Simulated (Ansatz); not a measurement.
Runs of Ansatz 0.2.0 on Ag. Symmetry: Im-3m, No. 229, cubic system. The conventional cell has a = 3.311 Å, b = 3.311 Å, c = 3.311 Å, α = 90.00°, β = 90.00°, γ = 90.00°. Ag (site symmetry m-3m) is surrounded by 8 Ag at 2.87 Å. This isn't the form of Ag at room conditions, which is fcc.

```tsv
task	level	spin	cell	k mesh	cutoff (eV)	points for each segment of the path	gap on the mesh (eV)	pressure (GPa)	relaxed volume (Å³/atom)
relaxation of cell and atoms	PBEsol+D4	off	relaxed	11 × 11 × 11	420	-	none	0.0	16.37
relaxation of cell and atoms	PBEsol+D3(BJ)	off	relaxed	11 × 11 × 11	420	-	none	0.0	16.04
relaxation of cell and atoms	RPBE+D3(BJ)	off	relaxed	11 × 11 × 11	420	-	none	0.0	14.23
relaxation of cell and atoms	RPBE+D4	off	relaxed	11 × 11 × 11	420	-	none	0.0	(a)
band structure	r2SCAN	SOC, no magnetisation	as given	8 × 8 × 8	500	14	none	(b)	-
```

Alike in all rows: potentials or basis Ansatz PAW; smearing fermi-dirac 0.05 eV.

Task: Fill in the values left out.

Result: (a) 17.09; (b) -3.6.

Caveats: the PAW data sets come from PBE, with cores solved anew for the run's functional, which leaves a small shift of forces and pressure; the plane-wave basis is chosen anew once the cell has moved, so the energies of steps on either side of that aren't comparable (some runs); pairwise dispersion overbinds metals, which lowers pressure and volume (some runs); the volume moved by over 15 % at a fixed basis, so the end points are rough (some runs).

A k mesh can miss the band edges, and rows without SOC leave out spin-orbit coupling on Ag.

A gap of «none» marks a metal or a gap under the smearing width.

Runs at the PBE level aren't shown here.
